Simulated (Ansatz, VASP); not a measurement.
# TaN in VASP and in Ansatz

INCAR

```
SYSTEM = TaN
PREC = Accurate ; ENCUT = 520
EDIFF = 1E-8 ; ISMEAR = -1
SIGMA = 0.02 ; LREAL = .FALSE.
LASPH = .TRUE. ; NELM = 80
ALGO = Normal ; ISIF = 2
LWAVE = .FALSE. ; LCHARG = .FALSE.
GGA = PE ; LEFG = .TRUE.
NBANDS = 15
```

KPOINTS

```
Automatic mesh
0
G
  9 9 9
  0 0 0
```

POSCAR

```
TaN
1.0
    0.0000000000      2.1790000000      2.2443700000
    2.1790000000      0.0000000000      2.2443700000
    2.1790000000      2.1790000000      0.0000000000
Ta N
1 1
Direct
    0.5000000000      0.5000000000      0.5000000000
    0.0000000000      0.0000000000      0.0000000000
```

Input for Ansatz:

```yaml
crystal:
  lattice:
    - [0.0, 2.179, 2.24437]
    - [2.179, 0.0, 2.24437]
    - [2.179, 2.179, 0.0]
  atoms:
    - { symbol: Ta, position: [0.5, 0.5, 0.5] }
    - { symbol: "N", position: [0.0, 0.0, 0.0] }
kpoints:
  mp_grid: { grid: [9, 9, 9] }
scf:
  occupations: { method: fermi_dirac, width: 0.02 }
hamiltonian:
  xc: pbe
  pseudopotentials: { kind: paw }
output:
  forces: true
  stress: true
  eigenvalues: true
  efg: { contact_densities: true }
  write_density: true
  write_potential: true
  elf: true
  volumetric_format: npy
```

Change from the starting cell: zz strain of +3 %, PAW files.

Alike in both runs: task electric field gradients; functional PBE; k mesh 9 × 9 × 9; occupations fermi-dirac, width 0.02 eV; no spin polarisation.

|  | VASP | Ansatz |
| --- | --- | --- |
| version | VASP 6.6.1 | Ansatz 0.2.0 |
| potentials or method | VASP PAW PBE potentials, release 64 (Ta_pv, N) | PAW with Ansatz's default frozen-core files, scalar-relativistic |
| plane-wave cutoff (eV) | 520 | 420 |
| valence electrons in the cell | 16 | 18 |

|  | VASP | Ansatz | Ansatz less VASP |
| --- | --- | --- | --- |
| pressure (GPa) | 5.1 | 4.3 | -0.83 |
| largest component of the traceless stress (GPa) | 12.38 | 12.36 | -0.026 |
| Vzz of the field gradient on the site that differs most (V/Å²) | 123.9 | 134.4 | +10.46 |

The two sets of potentials don't hold the same shells in valence. Ansatz warned: «gradients_without_spin_orbit».

The runs have no spin-orbit coupling, so splittings on Ta are missing.
